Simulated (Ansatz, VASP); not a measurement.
**NaI in VASP and in Ansatz**

```xyz
2
Lattice="0.0000 3.6329 2.5685 3.6329 0.0000 2.5685 3.6329 3.6329 0.0000" Properties=species:S:1:pos:R:3 pbc="T T T"
Na    0.0000    0.0000    0.0000
I     3.6329    3.6329    2.5685
```

Alike in both runs: task single point; functional PBE; k mesh 8 × 8 × 8; occupations gaussian, width 0.05 eV; no spin polarisation.

```csv
,VASP,Ansatz
version,VASP 6.6.1,Ansatz 0.2.0
potentials or method,"VASP PAW PBE potentials, release 64 (Na_pv, I)","scalar-relativistic, plane waves, PAW"
plane-wave cutoff (eV),520,420
valence electrons in the cell,14,26
```

|  | VASP | Ansatz | Ansatz less VASP |
| --- | --- | --- | --- |
| gap on the k mesh at the Fermi level (eV) | 3.71 | 3.71 | +0.005 |
| least direct gap on the mesh (eV) | 3.71 | 3.71 | +0.005 |
| pressure (GPa) | 7.0 | 7.0 | -0.07 |
| largest component of the traceless stress (GPa) | 14.74 | 14.61 | -0.135 |

With one functional, cell and mesh, what is left measures potentials, basis and numerics. The two sets of potentials don't hold the same shells in valence.

Caveats: spin-orbit coupling is left out, which moves the levels of the heavy elements. A k mesh can miss the band edges.
